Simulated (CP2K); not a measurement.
Runs of CP2K 2026.2 on MgO. It takes space group P6_3mc (No. 186, hexagonal). The conventional cell has a = 3.308 Å, b = 3.308 Å, c = 4.983 Å, α = 90.00°, β = 90.00°, γ = 120.00°. Mg (site symmetry 3m) has 4 O at 1.97 to 1.99 Å as nearest neighbours. O (site symmetry 3m) has 4 Mg at 1.97 to 1.99 Å as nearest neighbours. Measurements of this composition are mostly on another form, of space group No. 225.

```csv
level,potentials or basis,smearing,EPS_DEFAULT,NGRIDS,points a segment of the path (NPOINTS),bands added on the path,pressure (GPa)
r2SCAN,"POTENTIAL_UZH Mg GTH-SCAN-q10, O GTH-SCAN-q6; TZVP-MOLOPT-SCAN-GTH basis",fermi-dirac 0.05 eV,1.0E-9,4,6,6,(a)
LDA,"GTH_POTENTIALS Mg GTH-PADE-q10, O GTH-PADE-q6; TZVP-MOLOPT-PBE-GTH basis",fermi-dirac 0.05 eV,1.0E-9,5,8,2,-0.5
PBE,"POTENTIAL_UZH Mg GTH-PBE-q10, O GTH-PBE-q6; TZVP-MOLOPT-PBE-GTH basis",fermi-dirac 0.1 eV,1.0E-10,5,6,4,6.6
PBEsol,"POTENTIAL_UZH Mg GTH-PBE-q10, O GTH-PBE-q6; TZVP-MOLOPT-PBE-GTH basis",fermi-dirac 0.0259 eV,1.0E-10,4,10,4,4.1
```

Alike in all rows: task band structure; no spin polarisation; cell as given; k mesh 9 × 9 × 6.

Question: Fill in the values left out.

Answer: (a) 2.0.

Caveats: the basis of atomic orbitals isn't converged, which shifts pressures, moduli and gaps; the potentials were made for another functional, which shifts forces and pressure (some runs).
